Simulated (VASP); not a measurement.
# CdS (F-43m) in VASP: settings compared

One crystal, CdS, is run at these levels: PBEsol, r2SCAN; tasks: single point.

All numbers are computed with VASP 6.6.1; they aren't measurements. Logs are shortened: lines on timing, memory, paths and dates and some standing lists are left out, and cuts for length are marked.

## Step 1: The crystal as given

The structure is cubic, space group F-43m (No. 216). Conventional cell: a = 5.836 Å, b = 5.836 Å, c = 5.836 Å, α = 90.00°, β = 90.00°, γ = 90.00°. Around Cd (site symmetry -43m) lie 4 S at 2.53 Å. S (site symmetry -43m) has 4 Cd at 2.53 Å as nearest neighbours.

The cell is a database's computed one.

## Step 2: Single point, PBEsol

The input, INCAR:

```
  ALGO = Fast
  EDIFF = 1E-6
  ENCUT = 700
  GGA = PS
  ISIF = 2
  ISMEAR = 0
  LASPH = True
  LCHARG = True
  LELF = True
  LREAL = False
  LVHAR = True
  LWAVE = False
  NBANDS = 16
  NELM = 100
  PREC = Accurate
  SIGMA = 0.02
```

The input, KPOINTS:

```
k-points
0
Gamma
  8 8 8
```

The input, POSCAR:

```
CdS
1.0
    0.0000000000      2.9178400000      2.9178400000
    2.9178400000      0.0000000000      2.9178400000
    2.9178400000      2.9178400000      0.0000000000
Cd S
1 1
Direct
    0.0000000000      0.0000000000      0.0000000000
    0.7500000000      0.7500000000      0.7500000000
```

Potentials or basis: VASP PAW PBE potentials, release 64 (Cd, S).

The run is started by

```sh
cat potpaw_PBE.64/Cd/POTCAR potpaw_PBE.64/S/POTCAR > POTCAR
mpirun -np 1 vasp_std > vasp.out
```

OUTCAR:

```text
EDIFF = 1E-6
   ENCUT = 700
   GGA = PS
   ISIF = 2
   ISMEAR = 0
   LASPH = True
   LREAL = False
   NELM = 100
   PREC = Accurate

 ion  position               nearest neighbor table
   1  0.000  0.000  0.000-   2 2.53   2 2.53   2 2.53   2 2.53
   2  0.750  0.750  0.750-   1 2.53   1 2.53   1 2.53   1 2.53

  LATTYP: Found a face centered cubic cell.
 ALAT       =     5.8356800000

  Lattice vectors:

 A1 = (   0.0000000000,   2.9178400000,   2.9178400000)
 A2 = (   2.9178400000,   0.0000000000,   2.9178400000)
 A3 = (   2.9178400000,   2.9178400000,   0.0000000000)

Analysis of symmetry for initial positions (statically):
=====================================================================
 Subroutine PRICEL returns:
 Original cell was already a primitive cell.

 Routine SETGRP: Setting up the symmetry group for a
 face centered cubic supercell.

 Subroutine GETGRP returns: Found 24 space group operations
 (whereof 24 operations were pure point group operations)
 out of a pool of 48 trial point group operations.

The static configuration has the point symmetry T_d .

Analysis of symmetry for dynamics (positions and initial velocities):
=====================================================================
 Subroutine PRICEL returns:
 Original cell was already a primitive cell.

 Routine SETGRP: Setting up the symmetry group for a
 face centered cubic supercell.

 Subroutine GETGRP returns: Found 24 space group operations
 (whereof 24 operations were pure point group operations)
 out of a pool of 48 trial point group operations.

The dynamic configuration has the point symmetry T_d .

 Subroutine INISYM returns: Found 24 space group operations
 (whereof 24 operations are pure point group operations),
 and found     1 'primitive' translations

----------------------------------------------------------------------------------------

                                     Primitive cell

  volume of cell :      49.6838

  direct lattice vectors                    reciprocal lattice vectors
     0.000000000  2.917840000  2.917840000    -0.171359636  0.171359636  0.171359636
     2.917840000  0.000000000  2.917840000     0.171359636 -0.171359636  0.171359636
     2.917840000  2.917840000  0.000000000     0.171359636  0.171359636 -0.171359636

  length of vectors
     4.126448901  4.126448901  4.126448901     0.296803596  0.296803596  0.296803596

  position of ions in fractional coordinates (direct lattice)
     0.000000000  0.000000000  0.000000000
     0.750000000  0.750000000  0.750000000

  ion indices of the primitive-cell ions
   primitive index   ion index
                 1           1
                 2           2

----------------------------------------------------------------------------------------

 KPOINTS: k-points

Automatic generation of k-mesh.
 Grid dimensions read from file:
 generate k-points for:    8    8    8

 Generating k-lattice:

  Cartesian coordinates                     Fractional coordinates (reciprocal lattice)
    -0.021419954  0.021419954  0.021419954     0.125000000  0.000000000  0.000000000
     0.021419954 -0.021419954  0.021419954     0.000000000  0.125000000  0.000000000
     0.021419954  0.021419954 -0.021419954     0.000000000  0.000000000  0.125000000

  Length of vectors
     0.037100449  0.037100449  0.037100449

  Shift w.r.t. Gamma in fractional coordinates (k-lattice)
     0.000000000  0.000000000  0.000000000

 Subroutine IBZKPT returns following result:
 ===========================================

 Found     29 irreducible k-points:

 Following reciprocal coordinates:
            Coordinates               Weight
  0.000000  0.000000  0.000000      1.000000
  0.125000  0.000000  0.000000      8.000000
  0.250000  0.000000  0.000000      8.000000
  0.375000  0.000000  0.000000      8.000000
  0.500000  0.000000  0.000000      4.000000
  0.125000  0.125000  0.000000      6.000000
[... 16 lines left out ...]
  0.500000  0.250000  0.125000     48.000000
 -0.375000  0.250000  0.125000     24.000000
 [... further k-points ...]
   k-points           NKPTS =     29   k-points in BZ     NKDIM =     29   number of bands    NBANDS=     16
   number of dos      NEDOS =    301   number of ions     NIONS =      2
   total plane-waves  NPLWV =  46656
   dimension x,y,z NGX =    36 NGY =   36 NGZ =   36
   dimension x,y,z NGXF=    72 NGYF=   72 NGZF=   72
   ions per type =               1   1
   NGX,Y,Z   is equivalent  to a cutoff of  14.50, 14.50, 14.50 a.u.
   NGXF,Y,Z  is equivalent  to a cutoff of  29.01, 29.01, 29.01 a.u.
 SYSTEM =  unknown system
   PREC   = accura    normal or accurate (medium, high low for compatibility)
   ISTART =      0    job   : 0-new  1-cont  2-samecut
   ICHARG =      2    charge: 1-file 2-atom 10-const
   ISPIN  =      1    spin polarized calculation?
   LNONCOLLINEAR =      F non collinear calculations
   LSORBIT =      F    spin-orbit coupling
   LASPH  =      T    aspherical Exc in radial PAW
   ENCUT  =  700.0 eV  51.45 Ry    7.17 a.u.   8.90  8.90  8.90*2*pi/ulx,y,z
   NELM   =    100;   NELMIN=  2; NELMDL= -5     # of ELM steps
   EDIFF  = 0.1E-05   stopping-criterion for ELM
   LREAL  =      F    real-space projection
   EDIFFG = 0.1E-04   stopping-criterion for IOM
   NSW    =      0    number of steps for IOM
   IBRION =     -1    ionic relax: 0-MD 1-quasi-New 2-CG
   NFREE  =      0    steps in history (QN), initial steepest desc. (CG)
   ISIF   =      2    stress and relaxation
   ISYM   =      2    0-nonsym 1-usesym 2-fastsym
   POTIM  = 0.5000    time-step for ionic-motion
   TEBEG  =    0.0;   TEEND  =   0.0 temperature during run
   PSTRESS=    0.0 pullay stress
   NELECT =      18.0000    total number of electrons
   NUPDOWN=      -1.0000    fix difference up-down
   EMIN   =  10.00;   EMAX   =-10.00  energy-range for DOS
   EFERMI =   0.00;   METHOD = LEGACY
   ISMEAR =     0;   SIGMA  =   0.02  broadening in eV -4-tet -1-fermi 0-gaus
   EFERMI_NEDOS =   21; number of points for ismear=-14 and -15
   IALGO  =     68    algorithm
   IMIX   =      4    mixing-type and parameters
     AMIX     =   0.40;   BMIX     =  1.00
     AMIX_MAG =   1.60;   BMIX_MAG =  1.00
  volume/ion in A,a.u.               =      24.84       167.64
  Fermi-wavevector in a.u.,A,eV,Ry     =   1.167063  2.205429 18.531616  1.362035
  Thomas-Fermi vector in A             =   2.303568
   LORBIT       =      0    0 simple, 1 ext, 2 COOP (PROOUT), +10 PAW based schemes
   GGA     = PS    functional components
   LHFCALC =     F    Hartree Fock is set to
   AEXX    =    0.0000 exact exchange contribution
   IVDW    =     0    specifies the selected vdW correction
   LEPSILON=     F    determine dielectric tensor
   LRPA    =     F    only Hartree local field effects (RPA)
 non-spin polarized calculation
 RMM-DIIS sequential band-by-band and
 Gauss-broadening in eV      SIGMA  =   0.02
  energy-cutoff  :      700.00
  volume of cell :       49.68
 maximum number of plane-waves:      2120
   NGX = 17   NGY = 17   NGZ = 17

 number of electron      17.9999999 magnetization

 Free energy of the ion-electron system (eV)
  ---------------------------------------------------
  ext. energy  EPLUGINS =         0.00000000
  ---------------------------------------------------
  free energy    TOTEN  =        -6.81406030 eV

  energy without entropy =       -6.81406030  energy(sigma->0) =       -6.81406030

 E-fermi :   1.3644     XC(G=0):  -9.3718

 val. band max:        1.1987458502   @ k =   0.0000   0.0000   0.0000
 cond. band min:       2.2047947617   @ k =   0.0000   0.0000   0.0000
 fundamental gap:      1.0060489116
 Fermi energy:         1.3643952768

 k-point     1 :       0.0000    0.0000    0.0000
  band No.  band energies     occupation
      1     -11.1770      2.00000
      2      -6.5253      2.00000
      3      -6.5253      2.00000
      4      -6.5253      2.00000
      5      -6.0390      2.00000
      6      -6.0390      2.00000
[... 8 lines left out ...]
     15      12.6426      0.00000
     16      12.6426      0.00000

 k-point     2 :       0.1250    0.0000    0.0000
  band No.  band energies     occupation
      1     -11.1133      2.00000
      2      -6.5025      2.00000
      3      -6.5025      2.00000
      4      -6.4729      2.00000
      5      -6.0402      2.00000
      6      -6.0402      2.00000
[... 8 lines left out ...]
     15      12.0070      0.00000
     16      12.9849      0.00000

 k-point     3 :       0.2500    0.0000    0.0000
  band No.  band energies     occupation
      1     -10.9586      2.00000
      2      -6.4533      2.00000
      3      -6.4533      2.00000
      4      -6.2823      2.00000
      5      -6.0350      2.00000
      6      -6.0350      2.00000
[... 8 lines left out ...]
     15      11.7608      0.00000
     16      12.3100      0.00000

 k-point     4 :       0.3750    0.0000    0.0000
  band No.  band energies     occupation
      1     -10.8037      2.00000
      2      -6.4154      2.00000
      3      -6.4154      2.00000
      4      -6.0148      2.00000
      5      -6.0148      2.00000
      6      -5.9244      2.00000
[... 8 lines left out ...]
     15      12.6271      0.00000
     16      12.6271      0.00000
[... 324 lines left out ...]
 k-point    22 :       0.3750    0.2500    0.1250
  band No.  band energies     occupation
      1     -10.8450      2.00000
      2      -6.4014      2.00000
      3      -6.3746      2.00000
      4      -6.2140      2.00000
      5      -6.0336      2.00000
      6      -5.9792      2.00000
[... 8 lines left out ...]
     15      13.1507      0.00000
     16      14.9228      0.00000

 k-point    23 :       0.5000    0.2500    0.1250
  band No.  band energies     occupation
      1     -10.7232      2.00000
      2      -6.3653      2.00000
      3      -6.3386      2.00000
      4      -6.1085      2.00000
      5      -6.0055      2.00000
      6      -5.7512      2.00000
[... 8 lines left out ...]
     15      13.9129      0.00000
     16      14.2384      0.00000

 k-point    24 :      -0.3750    0.2500    0.1250
  band No.  band energies     occupation
      1     -10.6734      2.00000
      2      -6.3608      2.00000
      3      -6.3213      2.00000
      4      -6.0668      2.00000
      5      -6.0125      2.00000
      6      -5.5437      2.00000
[... 8 lines left out ...]
     15      13.3821      0.00000
     16      14.3144      0.00000

 [... further k-points ...]

------------------------ aborting loop because EDIFF is reached ----------------------------------------

  FORCE on cell =-STRESS in cart. coord.  units (eV):
  Direction    XX          YY          ZZ          XY          YZ          ZX
  --------------------------------------------------------------------------------------
  -------------------------------------------------------------------------------------
  Total        0.0181979      0.0181979      0.0181979     -0.0000000      0.0000000      0.0000000
  in kB        0.5868376      0.5868376      0.5868376     -0.0000000      0.0000000      0.0000000
  external PRESSURE =       0.5868376 kB  Pullay stress =       0.0000000 kB

 VOLUME and BASIS-vectors are now :
 -----------------------------------------------------------------------------
  energy-cutoff  :      700.00
  volume of cell :       49.68
      direct lattice vectors                 reciprocal lattice vectors
     0.000000000  2.917840000  2.917840000    -0.171359636  0.171359636  0.171359636
     2.917840000  0.000000000  2.917840000     0.171359636 -0.171359636  0.171359636
     2.917840000  2.917840000  0.000000000     0.171359636  0.171359636 -0.171359636

 POSITION                                       TOTAL-FORCE (eV/Angst)
 -----------------------------------------------------------------------------------
      0.00000      0.00000      0.00000         0.000000      0.000000      0.000000
      4.37676      4.37676      4.37676        -0.000000     -0.000000     -0.000000
 -----------------------------------------------------------------------------------
    total drift:                                0.000000      0.000000      0.000000

  FREE ENERGIE OF THE ION-ELECTRON SYSTEM (eV)
  ---------------------------------------------------
  free  energy   TOTEN  =        -6.8140602955 eV

  energy  without entropy=       -6.8140602955  energy(sigma->0) =       -6.81406030
```

It took 36 s on 1 thread of Intel Xeon Platinum 8175M at 2.50GHz (Skylake/Cascade Lake), shared host; peak memory 0.22 GiB.

What came out:

```yaml
Free_energy: -6.8141 eV
Pressure: 0.1 GPa
Band_gap_on_the_k_mesh: 1.01 eV, direct
```

Caveat: the PAW data sets were made with another functional, which shifts forces and pressure a little.

## Step 3: Single point, PBEsol

INCAR, as its differences from that of step 2:

```diff
@@ -2,3 +2,3 @@
   EDIFF = 1E-6
-  ENCUT = 700
+  ENCUT = 520
   GGA = PS
```

The input, KPOINTS:

```
k-points
0
Gamma
  12 12 12
```

POSCAR is that of step 2.

Potentials or basis: VASP PAW PBE potentials, release 64 (Cd, S).

The run is started by

```sh
cat potpaw_PBE.64/Cd/POTCAR potpaw_PBE.64/S/POTCAR > POTCAR
mpirun -np 1 vasp_std > vasp.out
```

OUTCAR:

```text
EDIFF = 1E-6
   ENCUT = 520
   GGA = PS
   ISIF = 2
   ISMEAR = 0
   LASPH = True
   LREAL = False
   NELM = 100
   PREC = Accurate

 ion  position               nearest neighbor table
   1  0.000  0.000  0.000-   2 2.53   2 2.53   2 2.53   2 2.53
   2  0.750  0.750  0.750-   1 2.53   1 2.53   1 2.53   1 2.53

  LATTYP: Found a face centered cubic cell.
 ALAT       =     5.8356800000

  Lattice vectors:

 A1 = (   0.0000000000,   2.9178400000,   2.9178400000)
[... 644 lines left out ...]
------------------------ aborting loop because EDIFF is reached ----------------------------------------

  FORCE on cell =-STRESS in cart. coord.  units (eV):
  Direction    XX          YY          ZZ          XY          YZ          ZX
  --------------------------------------------------------------------------------------
  -------------------------------------------------------------------------------------
  Total        0.0165486      0.0165486      0.0165486     -0.0000000      0.0000000      0.0000000
  in kB        0.5336519      0.5336519      0.5336519     -0.0000000      0.0000000      0.0000000
  external PRESSURE =       0.5336519 kB  Pullay stress =       0.0000000 kB

 VOLUME and BASIS-vectors are now :
 -----------------------------------------------------------------------------
  energy-cutoff  :      520.00
  volume of cell :       49.68
      direct lattice vectors                 reciprocal lattice vectors
     0.000000000  2.917840000  2.917840000    -0.171359636  0.171359636  0.171359636
     2.917840000  0.000000000  2.917840000     0.171359636 -0.171359636  0.171359636
     2.917840000  2.917840000  0.000000000     0.171359636  0.171359636 -0.171359636

 POSITION                                       TOTAL-FORCE (eV/Angst)
 -----------------------------------------------------------------------------------
      0.00000      0.00000      0.00000         0.000000      0.000000      0.000000
      4.37676      4.37676      4.37676        -0.000000     -0.000000      0.000000
 -----------------------------------------------------------------------------------
    total drift:                                0.000000      0.000000      0.000000

  FREE ENERGIE OF THE ION-ELECTRON SYSTEM (eV)
  ---------------------------------------------------
  free  energy   TOTEN  =        -6.8139504935 eV

  energy  without entropy=       -6.8139504935  energy(sigma->0) =       -6.81395049
```

stdout:

```text
POSCAR found type information on POSCAR CdS
 POSCAR found :  2 types and       2 ions
 scaLAPACK will be used
 -----------------------------------------------------------------------------
|                                                                             |
|                                                                             |
|     You enforced a specific xc type in the INCAR file but a different       |
|     I HOPE YOU KNOW WHAT YOU ARE DOING!                                     |
|                                                                             |
 -----------------------------------------------------------------------------

 LDA part: xc-table for (Slater+PW92), standard interpolation
 POSCAR, INCAR and KPOINTS ok, starting setup
 FFT: planning ... GRIDC
 FFT: planning ... GRID_SOFT
 FFT: planning ... GRID
 WAVECAR not read
 entering main loop
```

Wall time 40 s (1 thread of Intel Xeon Platinum 8175M at 2.50GHz (Skylake/Cascade Lake), shared host); peak memory 0.21 GiB.

Results:

```yaml
Free_energy: -6.8140 eV
Pressure: 0.1 GPa
Band_gap_on_the_k_mesh: 1.01 eV, direct
```

Caveat: the PAW data sets were made with another functional, which shifts forces and pressure a little. Expect the measured gap to be larger: semilocal functionals such as PBEsol lack the derivative discontinuity.

(Continued in part 2 of 3.)
